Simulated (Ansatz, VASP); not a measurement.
**As in VASP and in Ansatz**

```xyz
1
Lattice="2.7055 0.0000 0.0000 0.0000 2.7055 0.0000 0.0000 0.0000 2.7055" Properties=species:S:1:pos:R:3 pbc="T T T"
As    1.3527    1.3527    1.3527
```

Alike in both runs: functional r2SCAN; k mesh 20 × 20 × 20; occupations gaussian, width 0.1 eV; no spin polarisation.

Ansatz relaxed the structure, and its values are those at the end. VASP's run is a single point on that final structure, the one shown.

|  | VASP | Ansatz |
| --- | --- | --- |
| version | VASP 6.6.1 | Ansatz 0.2.0 |
| potentials or method | VASP PAW PBE potentials, release 64 (As) | scalar-relativistic, plane waves, PAW |
| plane-wave cutoff (eV) | 520 | 500 |
| valence electrons in the cell | 5 | 15 |

|  | VASP | Ansatz | Ansatz less VASP |
| --- | --- | --- | --- |
| gap on the k mesh at the Fermi level (eV) | none | none | - |
| pressure (GPa) | 0.0 | 0.0 | +0.03 |

A gap of «none» marks a metal or a gap that the smearing closes. The two sets of potentials don't hold the same shells in valence.

Caveats: the PAW data sets were made with another functional, which shifts forces and pressure a little (VASP).
